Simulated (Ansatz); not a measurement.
Here is an Ansatz 0.2.0 calculation.

The input run.py:

```python
import json

import ase.io
import numpy as np

import ansatz as az

atoms = ase.io.read("POSCAR", format="vasp")

calculation = (
    az.Crystal.from_ase(atoms)
    .calculation()
    .kpoints(10, 10, 10)
    .functional("pbe")
    .pseudopotentials(kind="paw", source="jth")
    .hubbard(double_counting="amf")
    .hubbard("Hf", "d", u_eff=7.0)
    .scf(extra_bands=6)
    .occupations(method="methfessel_paxton", width=0.05)
    .band_structure(path=(((0.0, 0.0, 0.0), (0.5, 0.0, 0.5), (0.5, 0.25, 0.75), (0.375, 0.375, 0.75), (0.0, 0.0,
        0.0), (0.5, 0.5, 0.5), (0.625, 0.25, 0.625), (0.5, 0.25, 0.75), (0.5, 0.5, 0.5), (0.375, 0.375, 0.75)),
        ((0.625, 0.25, 0.625), (0.5, 0.0, 0.5))), intervals=14)
    .forces()
    .stress()
    .band_table(publish=True)
)
outcome = calculation.run(threads=2, events_out="events.jsonl")

report = outcome.report
for line in open("events.jsonl"):
    event = json.loads(line)
    if event["event"] == "scf_iter":
        d = event["data"]
        print(f"SCF {d['iter']:3d}  HF = {d['harris_foulkes_ev']:.6f} eV  dr2 = {d['dr2_ev']:.2e} eV")
    elif event["event"] in ("relax_step", "md_step"):
        d = event["data"]
        print(f"{event['event']} {d['step']:3d}  E = {d['lagrangian_ev']:.6f} eV")
np.set_printoptions(precision=5, suppress=True, linewidth=110)
print("converged:", report["converged"], "after", report["n_iterations"], "iterations")
print(f"free energy {report['free_energy_ev']:.6f} eV, Fermi level {report['fermi_energy_ev']:.4f} eV")
for key in ("band_edges_ev", "magnetization_mub", "site_moments_mub", "site_moments_nc_mub", "forces_ev_ang",
                "stress_gpa"):
    if report.get(key) is not None:
        print(key, np.array(report[key]), sep="\n")
```

POSCAR

```
Hf
1.0
    0.0000000000      2.2200000000      2.2200000000
    2.2200000000      0.0000000000      2.2200000000
    2.2200000000      2.2200000000      0.0000000000
Hf
1
Direct
    0.0000000000      0.0000000000      0.0000000000
```

Potentials or basis: JTH PAW.

Launch:

```console
$ python run.py
```

Estimate the band gap on the k mesh.

none (metal or under the smearing width).

Predict the pressure.

5.1 GPa.

Levels at the corners of the path, in eV from the Fermi level:
```
point  band 3  band 4  band 5  band 6  band 7  band 8  band 9  band 10
    Γ  -29.84  -29.84   -7.24    1.13    1.13    1.13    4.88     4.88
    X  -30.15  -30.15   -2.82   -2.49    2.68    6.84    6.84     7.08
    W  -30.42  -30.16   -1.34   -0.63   -0.63    2.99    6.85     9.49
    K  -30.35  -30.09   -2.08   -1.43    0.72    4.62    5.81     6.84
    Γ  -29.84  -29.84   -7.24    1.13    1.13    1.13    4.88     4.88
    L  -29.96  -29.96   -3.92    0.66    1.39    1.39    6.57     6.57
    U  -30.35  -30.09   -2.08   -1.43    0.72    4.62    5.81     6.84
    W  -30.42  -30.16   -1.34   -0.63   -0.63    2.99    6.85     9.49
    L  -29.96  -29.96   -3.92    0.66    1.39    1.39    6.57     6.57
    K  -30.35  -30.09   -2.08   -1.43    0.72    4.62    5.81     6.84
    U  -30.35  -30.09   -2.08   -1.43    0.72    4.62    5.81     6.84
    X  -30.15  -30.15   -2.82   -2.49    2.68    6.84    6.84     7.08
```

Caveat: spin-orbit coupling is left out, which moves the levels of the heavy elements; U without spin polarisation on a metal has little footing; the U is typed as a test and isn't derived for this compound.
